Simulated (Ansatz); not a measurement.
Structural energy differences of iron

Theory: DFT, LDA (PW92), plane waves (420 eV) with PAW, scalar-relativistic (Ansatz 0.2.0). (PAW data from PBE, frozen cores regenerated.)

Each structure is relaxed within its own symmetry, so a high-lying one may be dynamically unstable.

| structure | ΔE (meV/atom) | V (Å³/atom) | cell | magnetic state |
| --- | --- | --- | --- | --- |
| hcp | -160 | 9.56 | a = 2.408 Å, c = 3.806 Å (c/a = 1.580) | spin not included |
| dhcp | -98 | 9.60 | a = 2.397 Å, c = 7.715 Å (c/a = 3.218) | spin not included |
| fcc | -73 | 9.60 | a = 3.373 Å | non-magnetic |
| bcc | 0 | 10.39 | a = 2.749 Å | ferromagnetic, net 1.99 μB per atom |
| omega (AlB2-type) | 31 | 9.78 | a = 3.778 Å, c = 2.375 Å (c/a = 0.629) | ferrimagnetic, largest moment 0.53 μB in the atomic sphere |
| A15 | 80 | 10.50 | a = 4.380 Å | ferromagnetic, net 1.91 μB per atom |
| simple cubic | 887 | 11.85 | a = 2.280 Å | ferromagnetic, net 2.05 μB per atom |
| diamond | 1157 | 13.43 | a = 4.754 Å | non-magnetic |

ΔE counts from bcc.

LDA puts hcp 160 meV/atom below bcc, the structure of the real element at low temperature or room conditions.

Differences under about 8 meV lie within the error of the k-point mesh.
